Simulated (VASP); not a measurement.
## S: relaxation of cell and atoms with LDA

S:

```
CELL_PARAMETERS angstrom
-1.18184 1.18184 4.40157
1.18184 -1.18184 4.40157
1.18184 1.18184 -4.40157
ATOMIC_POSITIONS crystal
S 0.00000 0.00000 0.00000
```

The cell was built by a generator and needn't be a form met in nature.

```json
{
 "Program": "VASP 6.6.1",
 "Task": "relaxation of cell and atoms",
 "Functional": "LDA",
 "Potentials or basis": "VASP PAW LDA potentials, release 64 (S)",
 "Cutoff": "600 eV",
 "k mesh": "16 × 16 × 16",
 "Occupations": "gaussian, width 0.05 eV",
 "Spin": "no spin polarisation",
 "Further INCAR settings": "ALGO = Fast; EDIFF = 1e-07; IBRION = 2; EDIFFG = -0.01; NSW = 40; ISIF = 3"
}
```

| Quantity | Value |
| --- | --- |
| Relaxed volume | 18.18 Å³/atom |
| Relaxed cell | a = 3.760 Å, b = 3.760 Å, c = 3.760 Å, α = 144.09°, β = 144.09°, γ = 51.69° |
| Space group after relaxing (to 0.05 Å) | I4/mmm (No. 139) |
| Energy gained by relaxing | 61.9 meV/atom |
| Ionic steps | 15 |
| Pressure after relaxing | 0.0 GPa |
| Band gap on the k mesh | none (metal or under the smearing width) |

Step by step:
```
step  energy change (eV)  largest force (eV/Å)  pressure (GPa)  volume (Å³)
   1              0.0000                0.0000           -3.56        24.59
   2             -0.0011                0.0000            3.50        22.69
   3             -0.0149                0.0000           -0.32        23.59
   4             -0.0149                0.0000           -0.26        23.57
   5             -0.0162                0.0000           -0.26        23.39
   6             -0.0204                0.0000           -0.27        22.84
   7             -0.0298                0.0000           -0.27        21.75
   8             -0.0529                0.0000           -0.17        19.58
   9              0.0377                0.0000            5.81        15.25
  10             -0.0580                0.0000           -0.05        19.03
  11             -0.0588                0.0000            0.87        17.50
  12             -0.0617                0.0000            0.25        18.34
  13             -0.0619                0.0000            0.35        18.14
  14             -0.0513                0.0000           -3.55        18.65
  15             -0.0619                0.0000            0.03        18.18
```

Final structure:
```
S
1.0
    -1.15893    1.15893    3.38378
     1.15893   -1.15893    3.38378
     1.15893    1.15893   -3.38378
S
1
Cartesian
  0.0000 0.0000 0.0000
```

Levels at points of the mesh, in eV from the Fermi level:
```csv
k point,band 1,band 2,band 3,band 4,band 5,band 6,band 7
"(0.00, 0.00, 0.00)",-17.17,-3.41,3.88,5.17,5.17,9.08,15.38
"(0.50, 0.00, 0.00)",-12.40,-8.40,-1.41,4.98,7.52,12.97,14.42
"(0.50, 0.50, 0.00)",-7.33,-5.28,-5.00,1.74,3.29,8.36,11.71
"(0.50, 0.50, 0.50)",-16.73,-6.48,4.99,4.99,8.82,12.44,13.24
```

It took 14 min on 1 thread of Intel(R) Xeon(R) 6975P-C (Granite Rapids), on a shared host, peak memory 0.29 GiB.

Caveat: the volume moved by over 15 % at a fixed basis, so the end points are rough.
